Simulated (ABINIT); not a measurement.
InAs: band structure with r2SCAN

Crystal: InAs.

```
CELL_PARAMETERS angstrom
0.00000 2.87730 2.87730
2.87730 0.00000 2.87730
2.87730 2.87730 0.00000
ATOMIC_POSITIONS crystal
In 0.50000 0.50000 0.50000
As 0.00000 0.00000 0.00000
```

Measurements of this composition are mostly on another form, of space group No. 216.

```json
{
 "Program": "ABINIT 10.8.3 (patched build)",
 "Task": "band structure",
 "Functional": "r2SCAN",
 "Potentials or basis": "JTH PAW PBE v2.0",
 "Cutoff": "707 eV",
 "k mesh": "8 × 8 × 8",
 "Occupations": "fermi-dirac, width 0.05 eV",
 "Spin": "no spin polarisation",
 "Fine-grid cutoff": "1306.15 eV"
}
```

- Pressure: -2.5 GPa
- Band gap on the k mesh: none (metal or under the smearing width)
- Valence electrons inside the program's atomic spheres: In 11.06; As 12.63

Levels at the corners of the path, in eV from the Fermi level:
| point | band 11 | band 12 | band 13 | band 14 | band 15 | band 16 | band 17 | band 18 |
| --- | --- | --- | --- | --- | --- | --- | --- | --- |
| Γ | -12.62 | -0.31 | -0.31 | -0.31 | -0.30 | 7.62 | 7.62 | 7.62 |
| X | -9.94 | -4.89 | -2.86 | -2.39 | -2.39 | 4.25 | 9.79 | 9.79 |
| W | -9.95 | -4.86 | -3.86 | -3.86 | 2.30 | 4.42 | 7.30 | 7.30 |
| K | -10.04 | -5.20 | -4.34 | -1.71 | -0.01 | 5.90 | 7.09 | 8.48 |
| Γ | -12.62 | -0.31 | -0.31 | -0.31 | -0.30 | 7.62 | 7.62 | 7.62 |
| L | -10.89 | -6.73 | 0.11 | 0.11 | 2.53 | 3.51 | 3.51 | 4.77 |
| U | -10.04 | -5.20 | -4.34 | -1.71 | -0.01 | 5.90 | 7.09 | 8.48 |
| W | -9.95 | -4.86 | -3.86 | -3.86 | 2.30 | 4.42 | 7.30 | 7.30 |
| L | -10.89 | -6.73 | 0.11 | 0.11 | 2.53 | 3.51 | 3.51 | 4.77 |
| K | -10.04 | -5.20 | -4.34 | -1.71 | -0.01 | 5.90 | 7.09 | 8.48 |

Run time: 7.9 min on 1 thread of Arm Neoverse V1 (shared host), peak memory 0.2 GiB.

Caveat: the PAW data sets were made with another functional, which shifts forces and pressure a little; spin-orbit coupling is left out, which moves the levels of the heavy elements.
